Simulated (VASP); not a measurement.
## Sc: single point with r2SCAN

The system is Sc.

```xyz
2
Lattice="3.2786 0.0000 0.0000 -1.6393 2.8393 0.0000 0.0000 0.0000 5.0849" Properties=species:S:1:pos:R:3 pbc="T T T"
Sc    0.0000    1.8929    1.2712
Sc    1.6393    0.9464    3.8136
```

```yaml
Program: VASP 6.6.1
Task: single point
Functional: r2SCAN
Potentials_or_basis: VASP PAW PBE potentials, release 64 (Sc_sv)
Cutoff: 520 eV
k_mesh: 15 × 15 × 8
Occupations: gaussian, width 0.1 eV
Spin: no spin polarisation
Further_INCAR_settings: ALGO = Normal; EDIFF = 1e-07; NBANDS = 18
```

```yaml
Pressure: 3.3 GPa
Band_gap_on_the_k_mesh: none (metal or under the smearing width)
```

Levels at points of the mesh, in eV from the Fermi level:
```
           k point  band 8  band 9  band 10  band 11  band 12  band 13  band 14  band 15
(0.00, 0.00, 0.00)  -28.79   -5.57    -1.75     0.61     1.85     1.85     2.18     2.38
(0.00, 0.00, 0.50)  -28.85   -3.89    -3.89     1.15     1.15     1.76     1.76     1.76
```

Wall time 10 min on 1 thread of Intel(R) Xeon(R) Platinum 8488C (Sapphire Rapids), with other jobs on the host, peak memory 0.35 GiB.

Caveat: the PAW data sets were made with another functional, which shifts forces and pressure a little.
